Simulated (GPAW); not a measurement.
Cr:

```
Cr
1.0
     2.71400    0.00000    0.00000
    -1.35700    2.35039    0.00000
     0.00000    0.00000    4.41000
Cr
2
Direct
  0.66667 0.33333 0.75000
  0.33333 0.66667 0.25000
```

This isn't the form of Cr at room conditions, which is bcc.

Program: GPAW 26.7.0. Alike in all runs: cell as given; cutoff (eV) 600.

**Question.** Order these runs on this cell by their pressure, lowest first.
A. level PBEsol+U; potentials or basis PAW data sets generated in the run's folder for this functional, pw; spin collinear, ferromagnetic start; U Cr d U = 8 eV; k mesh 10 × 10 × 5; smearing fermi-dirac 0.05 eV; band path GMKGALHA,LM,KH; band points 80
B. level PBEsol+U; potentials or basis PAW data sets generated in the run's folder for this functional, pw; spin collinear, ferromagnetic start; U Cr d U = 4 eV; k mesh 10 × 10 × 5; smearing fermi-dirac 0.05 eV; band path GMKGALHA,LM,KH; band points 80
C. level PBEsol+U; potentials or basis PAW data sets generated in the run's folder for this functional, pw; spin collinear, ferromagnetic start; U Cr d U = 3 eV; k mesh 10 × 10 × 5; smearing fermi-dirac 0.05 eV; band path GMKGALHA,LM,KH; band points 80
D. level PBEsol+U; potentials or basis PAW data sets generated in the run's folder for this functional, pw; spin collinear, ferromagnetic start; U Cr d U = 2 eV; k mesh 10 × 10 × 5; smearing fermi-dirac 0.05 eV; band path GMKGALHA,LM,KH; band points 80
E. level LDA+U; potentials or basis the program's PAW data sets (release 1.2.1) made for this functional, pw; spin collinear, zero start; U Cr d U = 5.3 eV; k mesh 11 × 11 × 6; smearing gaussian 0.01 eV; k mesh for the DOS 16 × 16 × 9; dos width 0.05 eV

**Answer.** E (-17.6 GPa), D (12.6 GPa), C (37.2 GPa), B (47.5 GPa), A (53.3 GPa).

Caveats: the U is typed as a test and isn't derived for this compound; a pressure of tens of GPa on the cell as given is suspect, and the run, the potentials or the cell itself is likely at fault (some runs).

Not every run made on this cell is shown here.
